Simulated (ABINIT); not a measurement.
# Bi (Im-3m) in ABINIT: a series of runs

The runs below take Bi through band structure, equation of state, with PW91, BP86, AM05+D4, BLYP+D3, PBE.

All numbers are computed with ABINIT 10.8.3 (patched build); they aren't measurements. Logs are shortened: lines on timing, memory, paths and dates and some standing lists are left out, and cuts for length are marked. The log counts tension as positive stress, the text compression.

## Step 1: The crystal as given

It takes space group Im-3m (No. 229, cubic). The conventional cell has a = 3.963 Å, b = 3.963 Å, c = 3.963 Å, α = 90.00°, β = 90.00°, γ = 90.00°. Bi (site symmetry m-3m) is surrounded by 8 Bi at 3.43 Å.

This isn't the form of Bi at room conditions, which is rhombohedral.

## Step 2: Band structure, PW91, spin-orbit coupling, no magnetisation

The input, run.abi:

```
# Datasets: ground state, then fixed potential
ndtset 2

# Pseudopotentials
pp_dirpath "./"
pseudos "Bi.GGA_PBE-JTH.xml"

# Structure
acell 3*1.0 Angstrom
rprim
    -1.9814305318     1.9814305318     1.9814305318
     1.9814305318    -1.9814305318     1.9814305318
     1.9814305318     1.9814305318    -1.9814305318
ntypat 1
znucl 83
natom 1
typat 1
xred
     0.0000000000     0.0000000000     0.0000000000

# Plane-wave basis
ecut 408.170794 eV
pawecutdg 30.0

# Exchange and correlation
ixc -109134

# Bands and occupations
occopt 3
tsmear 0.00183747

# Spin
nspinor 2
nspden 1
pawspnorb 1

# SCF cycle
nstep 100

# Output
iomode 3
prtwf 0
prteig 0
prtebands 0
prtden1 1

# Dataset 1
kptopt1 4
ngkpt1 9 9 9
nshiftk1 1
shiftk1 0.0 0.0 0.0
nband1 24
tolvrs1 1.0e-9

# Dataset 2: bands along G-H-N-G-P-H
iscf2 -2
getden2 1
nband2 32
nbdbuf2 2
tolwfr2 1.0e-12
kptopt2 -5
ndivsm2 6
prteig2 1
prtvol2 -3
kptbounds2
     0.0000000000     0.0000000000     0.0000000000
     0.5000000000    -0.5000000000     0.5000000000
     0.0000000000     0.0000000000     0.5000000000
     0.0000000000     0.0000000000     0.0000000000
     0.2500000000     0.2500000000     0.2500000000
     0.5000000000    -0.5000000000     0.5000000000
```

Potentials or basis: JTH PAW PBE v2.0.

The run is started by

```
$ abinit run.abi > log 2>&1
```

run.abo:

```text
.Version 10.8.3 of ABINIT
 DATASET    1 : space group I4 3 2 (#211); Bravais cI (body-center cubic)
================================================================================
 Values of the parameters that define the memory need for DATASET  1.
     intxc =       0    ionmov =       0      iscf =      17    lmnmax =      18
     lnmax =       6     mgfft =      24  mpssoang =       3    mqgrid =    3001
     natom =       1  nloc_mem =       2    nspden =       1   nspinor =       2
    nsppol =       1      nsym =      24    n1xccc =       1    ntypat =       1
    occopt =       3   xclevel =       2
       mpw =         603          nfft =       13824          nkpt =          39
 PAW method is used; the additional fine FFT grid is defined by:
   mgfftf=        32    nfftf =     32768
================================================================================
================================================================================

 DATASET    2 : space group I4 3 2 (#211); Bravais cI (body-center cubic)
================================================================================
 Values of the parameters that define the memory need for DATASET  2.
     intxc =       0    ionmov =       0      iscf =      -2    lmnmax =      18
     lnmax =       6     mgfft =      24  mpssoang =       3    mqgrid =    3001
     natom =       1  nloc_mem =       2    nspden =       1   nspinor =       2
    nsppol =       1      nsym =      24    n1xccc =       1    ntypat =       1
    occopt =       3   xclevel =       2
       mpw =         603          nfft =       13824          nkpt =          35
 PAW method is used; the additional fine FFT grid is defined by:
   mgfftf=        32    nfftf =     32768
================================================================================
================================================================================

--------------------------------------------------------------------------------
------------- Echo of variables that govern the present computation ------------
--------------------------------------------------------------------------------
 -outvars: echo values of preprocessed input variables --------
            acell      1.8897261259E+00  1.8897261259E+00  1.8897261259E+00 Bohr
              amu      2.08980370E+02
             ecut      1.50000000E+01 Hartree
           getden1          0
           getden2          1
             iscf1         17
             iscf2         -2
              ixc     -109134
           jdtset        1    2
           kptopt1          4
           kptopt2         -5
         kptrlatt        9    0    0      0    9    0      0    0    9
          kptrlen1     5.83688121E+01
          kptrlen2     3.00000000E+01
            natom           1
            nband1         24
            nband2         32
           nbdbuf1          0
           nbdbuf2          2
           ndtset           2
           ndivsm1          0
           ndivsm2          6
            ngfft          24      24      24
          ngfftdg          32      32      32
             nkpt1         39
             nkpt2         35
          nspinor           2
            nstep         100
             nsym          24
           ntypat           1
           occopt           3
        pawcpxocc           2
        pawecutdg      3.00000000E+01 Hartree
        pawspnorb           1
         pawxcdev           0
        prtebands           0
           prteig1          0
           prteig2          1
           prtvol1          0
           prtvol2         -3
            prtwf           0
            rprim     -1.9814305318E+00  1.9814305318E+00  1.9814305318E+00
                       1.9814305318E+00 -1.9814305318E+00  1.9814305318E+00
                       1.9814305318E+00  1.9814305318E+00 -1.9814305318E+00
           shiftk1     0.00000000E+00  0.00000000E+00  0.00000000E+00
           shiftk2     5.00000000E-01  5.00000000E-01  5.00000000E-01
[... 220 lines left out ...]
 getcut: wavevector=  0.0000  0.0000  0.0000  ngfft=  24  24  24
         ecut(hartree)=     15.000   => boxcut(ratio)=   2.12257

 Fine grid specifications (used for densities):

 getcut: wavevector=  0.0000  0.0000  0.0000  ngfft=  32  32  32
         ecut(hartree)=     30.000   => boxcut(ratio)=   2.00313
--------------------------------------------------------------------------------

================================================================================
 Non-SCF case, kpt    1 (  0.00000  0.00000  0.00000), residuals and eigenvalues=
  3.90E-13  4.38E-13  4.15E-13  9.33E-13  7.48E-13  9.64E-13  4.29E-13  9.69E-13
  5.69E-13  8.92E-13  4.22E-13  6.47E-13  3.85E-13  4.52E-13  5.33E-13  8.34E-13
  3.27E-13  7.31E-13  2.38E-13  7.96E-13  5.75E-13  8.61E-13  8.78E-13  8.49E-13
  2.44E-13  7.55E-13  4.65E-13  4.94E-13  2.27E-13  4.59E-13  1.18E-11  2.66E-11
 -6.1359E-01 -6.1359E-01 -6.1359E-01 -6.1359E-01 -5.0695E-01 -5.0695E-01
 -5.0361E-01 -5.0361E-01 -5.0361E-01 -5.0361E-01 -2.0680E-01 -2.0680E-01
  3.8268E-01  3.8268E-01  5.1554E-01  5.1554E-01  5.1554E-01  5.1554E-01
  6.2637E-01  6.2637E-01  6.7884E-01  6.7884E-01  6.7884E-01  6.7884E-01
  6.7884E-01  6.7884E-01  7.1435E-01  7.1435E-01  7.1435E-01  7.1435E-01
  7.2924E-01  7.2924E-01
[... 360 lines left out ...]
  4.3908E-01  4.3908E-01  4.4143E-01  4.4143E-01  8.3477E-01  8.3477E-01
  8.8210E-01  8.8210E-01  9.2767E-01  9.2767E-01  9.4956E-01  9.4956E-01
  1.0796E+00  1.0812E+00
 Non-SCF case, kpt   35 (  0.50000 -0.50000  0.50000), residuals and eigenvalues=
  4.66E-13  8.24E-13  5.26E-13  5.00E-13  4.91E-13  6.77E-13  3.51E-13  6.15E-13
  2.05E-13  6.89E-13  5.07E-13  6.83E-13  5.30E-13  9.65E-13  5.98E-13  5.05E-13
  3.87E-13  5.60E-13  2.25E-13  6.11E-13  4.55E-13  7.48E-13  6.90E-13  9.66E-13
  4.25E-13  7.03E-13  4.70E-13  9.73E-13  9.48E-13  8.82E-13  1.32E-06  6.02E-06
 -6.1177E-01 -6.1177E-01 -6.1177E-01 -6.1177E-01 -5.0392E-01 -5.0392E-01
 -5.0392E-01 -5.0392E-01 -4.9865E-01 -4.9865E-01 -1.7471E-02 -1.7471E-02
  1.7145E-01  1.7145E-01  2.4328E-01  2.4328E-01  2.4328E-01  2.4328E-01
  4.2200E-01  4.2200E-01  4.2200E-01  4.2200E-01  8.6547E-01  8.6547E-01
  9.0478E-01  9.0478E-01  9.6204E-01  9.6204E-01  9.6204E-01  9.6204E-01
  1.0629E+00  1.0629E+00

--- !ResultsGS
iteration_state: {dtset: 2, }
comment   : Summary of ground state results
lattice_vectors:
- [ -3.7443610,   3.7443610,   3.7443610, ]
- [  3.7443610,  -3.7443610,   3.7443610, ]
- [  3.7443610,   3.7443610,  -3.7443610, ]
lattice_lengths: [   6.48542,    6.48542,    6.48542, ]
lattice_angles: [109.471, 109.471, 109.471, ] # degrees, (23, 13, 12)
lattice_volume:   2.0998736E+02
convergence: {deltae:  0.000E+00, res2:  0.000E+00, residm:  9.990E-13, diffor:  0.000E+00, }
etotal    :  -7.22405717E+01
entropy   :   0.00000000E+00
fermie    :   2.79523570E-01
cartesian_stress_tensor: null
pressure_GPa: null
xred      :
- [  0.0000E+00,   0.0000E+00,   0.0000E+00, Bi]
cartesian_forces: null
force_length_stats: {min: null, max: null, mean: null, }
...

 Integrated electronic density in atomic spheres:
 ------------------------------------------------
 Atom  Sphere_radius  Integrated_density
    1        2.41231         12.20492955

================================================================================

 ----iterations are completed or convergence reached----

 Mean square residual over all n,k,spin=   57.758E-14; max=  99.903E-14
 reduced coordinates (array xred) for    1 atoms
       0.000000000000      0.000000000000      0.000000000000

 cartesian coordinates (angstrom) at end:
    1      0.00000000000000     0.00000000000000     0.00000000000000
 length scales=  1.889726125908  1.889726125908  1.889726125908 bohr
              =  1.000000000000  1.000000000000  1.000000000000 angstroms
 Eigenvalues (hartree) for nkpt=  35  k points:
 kpt#   1, nband= 32, wtk=  1.00000, kpt=  0.0000  0.0000  0.0000 (reduced coord)
  -0.61359   -0.61359   -0.61359   -0.61359   -0.50695   -0.50695   -0.50361   -0.50361
  -0.50361   -0.50361   -0.20680   -0.20680    0.38268    0.38268    0.51554    0.51554
   0.51554    0.51554    0.62637    0.62637    0.67884    0.67884    0.67884    0.67884
   0.67884    0.67884    0.71435    0.71435    0.71435    0.71435    0.72924    0.72924
 kpt#   2, nband= 32, wtk=  1.00000, kpt=  0.0625 -0.0625  0.0625 (reduced coord)
  -0.61350   -0.61350   -0.61345   -0.61345   -0.50666   -0.50666   -0.50361   -0.50361
  -0.50349   -0.50349   -0.20159   -0.20159    0.36619    0.36619    0.47442    0.47442
   0.49594    0.49594    0.63760    0.63760    0.65658    0.65658    0.66326    0.66326
   0.66711    0.66711    0.72239    0.72239    0.76056    0.76056    0.77364    0.77364
 kpt#   3, nband= 32, wtk=  1.00000, kpt=  0.1250 -0.1250  0.1250 (reduced coord)
  -0.61330   -0.61330   -0.61314   -0.61314   -0.50590   -0.50590   -0.50368   -0.50368
  -0.50322   -0.50322   -0.18612   -0.18612    0.32510    0.32510    0.41211    0.41211
   0.44880    0.44880    0.58131    0.58131    0.65372    0.65372    0.66845    0.66845
   0.71082    0.71082    0.73107    0.73107    0.83266    0.83266    0.85500    0.85543
 kpt#   4, nband= 32, wtk=  1.00000, kpt=  0.1875 -0.1875  0.1875 (reduced coord)
  -0.61298   -0.61298   -0.61274   -0.61274   -0.50473   -0.50473   -0.50375   -0.50375
[... 144 lines left out ...]
  -0.61213   -0.61213   -0.61171   -0.61171   -0.50444   -0.50444   -0.50304   -0.50304
  -0.49992   -0.49992   -0.04386   -0.04386    0.16405    0.16405    0.21324    0.21324
   0.30177    0.30177    0.48418    0.48418    0.49022    0.49022    0.73064    0.73064
   0.87240    0.87240    0.90470    0.90470    0.92696    0.92696    1.10574    1.10813
 kpt#  34, nband= 32, wtk=  1.00000, kpt=  0.4643 -0.3929  0.4643 (reduced coord)
  -0.61189   -0.61189   -0.61177   -0.61177   -0.50408   -0.50408   -0.50370   -0.50370
  -0.49903   -0.49903   -0.02595   -0.02595    0.17187    0.17187    0.23337    0.23337
   0.25637    0.25637    0.43908    0.43908    0.44143    0.44143    0.83477    0.83477
   0.88210    0.88210    0.92767    0.92767    0.94956    0.94956    1.07962    1.08117
 kpt#  35, nband= 32, wtk=  1.00000, kpt=  0.5000 -0.5000  0.5000 (reduced coord)
  -0.61177   -0.61177   -0.61177   -0.61177   -0.50392   -0.50392   -0.50392   -0.50392
  -0.49865   -0.49865   -0.01747   -0.01747    0.17145    0.17145    0.24328    0.24328
   0.24328    0.24328    0.42200    0.42200    0.42200    0.42200    0.86547    0.86547
   0.90478    0.90478    0.96204    0.96204    0.96204    0.96204    1.06290    1.06291

== END DATASET(S) ==============================================================
================================================================================

 -outvars: echo values of variables after computation  --------
            acell      1.8897261259E+00  1.8897261259E+00  1.8897261259E+00 Bohr
           etotal1    -7.2240571681E+01
            fcart1    -0.0000000000E+00 -0.0000000000E+00 -0.0000000000E+00
            rprim     -1.9814305318E+00  1.9814305318E+00  1.9814305318E+00
                       1.9814305318E+00 -1.9814305318E+00  1.9814305318E+00
                       1.9814305318E+00  1.9814305318E+00 -1.9814305318E+00
           strten1    -1.9131072523E-05 -1.9131072523E-05 -1.9131072523E-05
                       0.0000000000E+00  0.0000000000E+00  0.0000000000E+00
 Calculation completed.
```

It took 2.1 min on 1 thread of Arm Neoverse N1, shared host; peak memory 0.11 GiB.

What came out:

```yaml
Free_energy: -1965.7661 eV
Band_gap_on_the_k_mesh: none (metal or under the smearing width)
Valence_electrons_inside_the_program's_atomic_spheres: Bi 12.20 (radii [1.2765] Å)
```

Levels at the corners of the path, in eV from the Fermi level:
```tsv
point	band 10	band 11	band 12	band 13	band 14	band 15	band 16	band 17	band 18	band 19
Γ	-21.31	-13.23	-13.23	2.81	2.81	6.42	6.42	6.42	6.42	9.44
H	-21.18	-8.08	-8.08	-2.94	-2.94	-0.99	-0.99	-0.99	-0.99	3.88
N	-21.22	-10.18	-10.18	-4.97	-4.97	1.41	1.41	3.92	3.92	6.30
Γ	-21.31	-13.23	-13.23	2.81	2.81	6.42	6.42	6.42	6.42	9.44
P	-21.28	-9.66	-9.66	-3.13	-3.13	-1.65	-1.65	-1.65	-1.65	13.62
H	-21.18	-8.08	-8.08	-2.94	-2.94	-0.99	-0.99	-0.99	-0.99	3.88
```

Caveat: the cutoff is too short for stress, so the log's stress isn't used; the PAW data sets were made with another functional, which shifts forces and pressure a little.

## Step 3: Band structure, BP86, spin-orbit coupling, no magnetisation

The input, run.abi:

```
ndtset 2

pp_dirpath "./"
pseudos "Bi.GGA_PBE-JTH.xml"

acell 3.4319383527 3.4319383527 3.4319383527 Angstrom
rprim
    -0.5773502692     0.5773502692     0.5773502692
     0.5773502692    -0.5773502692     0.5773502692
     0.5773502692     0.5773502692    -0.5773502692
ntypat 1
znucl 83
natom 1
typat 1
xred
     0.0000000000     0.0000000000     0.0000000000

ecut 408.170794 eV
pawecutdg 30.0

ixc -106132

occopt 3
tsmear 0.05 eV

nspinor 2
nspden 1
pawspnorb 1

nstep 100

iomode 3
prtwf 0
prteig 0
prtebands 0
enunit 1
prtden1 1

kptopt1 4
ngkpt1 9 9 9
nshiftk1 1
shiftk1 0.0 0.0 0.0
nband1 24
tolvrs1 1.0e-9

iscf2 -2
getden2 1
nband2 32
nbdbuf2 2
tolwfr2 1.0e-12
kptopt2 -5
ndivsm2 6
prteig2 1
prtvol2 -3
kptbounds2
     0.0000000000     0.0000000000     0.0000000000
     0.5000000000    -0.5000000000     0.5000000000
     0.0000000000     0.0000000000     0.5000000000
     0.0000000000     0.0000000000     0.0000000000
     0.2500000000     0.2500000000     0.2500000000
     0.5000000000    -0.5000000000     0.5000000000
```

Potentials or basis: JTH PAW PBE v2.0.

The run is started by

```
$ abinit run.abi > log 2>&1
```

run.abo:

```text
.Version 10.8.3 of ABINIT
 DATASET    1 : space group I4 3 2 (#211); Bravais cI (body-center cubic)
================================================================================
 Values of the parameters that define the memory need for DATASET  1.
     intxc =       0    ionmov =       0      iscf =      17    lmnmax =      18
     lnmax =       6     mgfft =      24  mpssoang =       3    mqgrid =    3001
     natom =       1  nloc_mem =       2    nspden =       1   nspinor =       2
    nsppol =       1      nsym =      24    n1xccc =       1    ntypat =       1
    occopt =       3   xclevel =       2
       mpw =         603          nfft =       13824          nkpt =          39
 PAW method is used; the additional fine FFT grid is defined by:
   mgfftf=        32    nfftf =     32768
================================================================================
================================================================================

 DATASET    2 : space group I4 3 2 (#211); Bravais cI (body-center cubic)
================================================================================
 Values of the parameters that define the memory need for DATASET  2.
     intxc =       0    ionmov =       0      iscf =      -2    lmnmax =      18
     lnmax =       6     mgfft =      24  mpssoang =       3    mqgrid =    3001
     natom =       1  nloc_mem =       2    nspden =       1   nspinor =       2
    nsppol =       1      nsym =      24    n1xccc =       1    ntypat =       1
    occopt =       3   xclevel =       2
[... 723 lines left out ...]
  19.36554   19.36554   19.86891   19.86891   22.66182   22.66182   23.24672   23.25506
 kpt#   4, nband= 32, wtk=  1.00000, kpt=  0.1875 -0.1875  0.1875 (reduced coord)
 -16.70162  -16.70162  -16.69487  -16.69487  -13.75853  -13.75853  -13.73153  -13.73153
[... 144 lines left out ...]
 -16.67817  -16.67817  -16.66687  -16.66687  -13.75021  -13.75021  -13.71227  -13.71227
 -13.62750  -13.62750   -1.27492   -1.27492    4.42473    4.42473    5.77215    5.77215
   8.15701    8.15701   13.20964   13.20964   13.37100   13.37100   19.88611   19.88611
  23.73416   23.73416   24.62038   24.62038   25.21560   25.21560   30.06259   30.12472
 kpt#  34, nband= 32, wtk=  1.00000, kpt=  0.4643 -0.3929  0.4643 (reduced coord)
 -16.67164  -16.67164  -16.66834  -16.66834  -13.74032  -13.74032  -13.72999  -13.72999
 -13.60328  -13.60328   -0.79110   -0.79110    4.62962    4.62962    6.31024    6.31024
   6.92874    6.92874   11.99126   11.99126   12.05350   12.05350   22.70619   22.70619
  24.00742   24.00742   25.24621   25.24621   25.83448   25.83448   29.34535   29.38865
 kpt#  35, nband= 32, wtk=  1.00000, kpt=  0.5000 -0.5000  0.5000 (reduced coord)
 -16.66850  -16.66850  -16.66850  -16.66850  -13.73600  -13.73600  -13.73600  -13.73600
 -13.59277  -13.59277   -0.56260   -0.56260    4.61555    4.61555    6.57344    6.57344
   6.57344    6.57344   11.53131   11.53131   11.53131   11.53131   23.53211   23.53211
  24.63761   24.63761   26.17793   26.17793   26.17793   26.17793   28.88707   28.88726

== END DATASET(S) ==============================================================
================================================================================

 -outvars: echo values of variables after computation  --------
            acell      6.4854235676E+00  6.4854235676E+00  6.4854235676E+00 Bohr
           etotal1    -7.2247442571E+01
            fcart1    -0.0000000000E+00 -0.0000000000E+00 -0.0000000000E+00
            rprim     -5.7735026920E-01  5.7735026920E-01  5.7735026920E-01
                       5.7735026920E-01 -5.7735026920E-01  5.7735026920E-01
                       5.7735026920E-01  5.7735026920E-01 -5.7735026920E-01
           strten1    -4.0628851395E-05 -4.0628851395E-05 -4.0628851395E-05
                       0.0000000000E+00  0.0000000000E+00  0.0000000000E+00
 Calculation completed.
```

It took 2.1 min on 1 thread of Arm Neoverse N1, shared host; peak memory 0.11 GiB.

What came out:

```yaml
Free_energy: -1965.9531 eV
Band_gap_on_the_k_mesh: none (metal or under the smearing width)
Valence_electrons_inside_the_program's_atomic_spheres: Bi 12.21 (radii [1.2765] Å)
```

Levels at the corners of the path, in eV from the Fermi level:
| point | band 10 | band 11 | band 12 | band 13 | band 14 | band 15 | band 16 | band 17 | band 18 | band 19 |
| --- | --- | --- | --- | --- | --- | --- | --- | --- | --- | --- |
| Γ | -21.29 | -13.24 | -13.24 | 2.77 | 2.77 | 6.37 | 6.37 | 6.37 | 6.37 | 9.52 |
| H | -21.15 | -8.12 | -8.12 | -2.95 | -2.95 | -0.99 | -0.99 | -0.99 | -0.99 | 3.97 |
| N | -21.20 | -10.21 | -10.21 | -4.95 | -4.95 | 1.39 | 1.39 | 3.92 | 3.92 | 6.38 |
| Γ | -21.29 | -13.24 | -13.24 | 2.77 | 2.77 | 6.37 | 6.37 | 6.37 | 6.37 | 9.52 |
| P | -21.26 | -9.69 | -9.69 | -3.11 | -3.11 | -1.62 | -1.62 | -1.62 | -1.62 | 13.67 |
| H | -21.15 | -8.12 | -8.12 | -2.95 | -2.95 | -0.99 | -0.99 | -0.99 | -0.99 | 3.97 |

Caveat: the cutoff is too short for stress, so the log's stress isn't used; the PAW data sets were made with another functional, which shifts forces and pressure a little.

(Continued in part 2 of 2.)
